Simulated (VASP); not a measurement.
A run of VASP 6.6.1 is set up as follows.

File INCAR:

```
PREC     = Accurate       # precision mode
ENCUT    = 600            # plane-wave cutoff, eV
EDIFF    = 1E-6           # SCF threshold, eV
ISMEAR   = -1             # smearing method
SIGMA    = 0.05           # smearing width, eV
LREAL    = F              # projectors in reciprocal space
LASPH    = T              # aspherical terms in the spheres
NELM     = 100            # most SCF steps
ALGO     = Normal         # electronic algorithm
ISIF     = 3              # what is computed and relaxed
LWAVE    = F              # write WAVECAR
LCHARG   = F              # write CHGCAR
GGA      = RE             # functional
IVDW     = 11             # dispersion correction
IBRION   = 2              # ionic algorithm
NSW      = 60             # ionic steps
EDIFFG   = -0.02          # ionic threshold
```

File KPOINTS:

```
Automatic mesh
0
Gamma
  8 8 3
```

File POSCAR:

```
ZnS
1.0
    3.8227000000      0.0000000000      0.0000000000
   -1.9113500000      3.3105553110      0.0000000000
    0.0000000000      0.0000000000     12.5200000000
Zn S
4 4
Direct
    0.6666666667      0.3333333333      0.7500000000
    0.3333333333      0.6666666667      0.2500000000
    0.0000000000      0.0000000000      0.5000000000
    0.0000000000      0.0000000000      0.0000000000
    0.6666666667      0.3333333333      0.9375000000
    0.3333333333      0.6666666667      0.4375000000
    0.0000000000      0.0000000000      0.6875000000
    0.0000000000      0.0000000000      0.1875000000
```

Potentials or basis: VASP PAW PBE potentials, release 64 (Zn, S).

Run with:

```console
$ cat potpaw_PBE.64/Zn/POTCAR potpaw_PBE.64/S/POTCAR > POTCAR
$ mpirun -np 1 vasp_std > vasp.out
```

Task: What does it give for the relaxed cell?

Result: a = 3.789 Å, b = 3.789 Å, c = 12.395 Å, α = 90.00°, β = 90.00°, γ = 120.00°.

Task: What does it give for the dispersion energy per atom?

Result: -0.498 eV.

Step by step:
```
step  energy change (eV)  largest force (eV/Å)  pressure (GPa)  volume (Å³)
   1              0.0000                0.0388           -2.23       158.44
   2             -0.0258                0.0142            1.01       152.22
   3             -0.0313                0.0224            0.01       154.03
   4             -0.0313                0.0226           -0.05       154.12
   5             -0.0314                0.0083           -0.05       154.12
```

Caveat: the PAW data sets were made with another functional, which shifts forces and pressure a little.
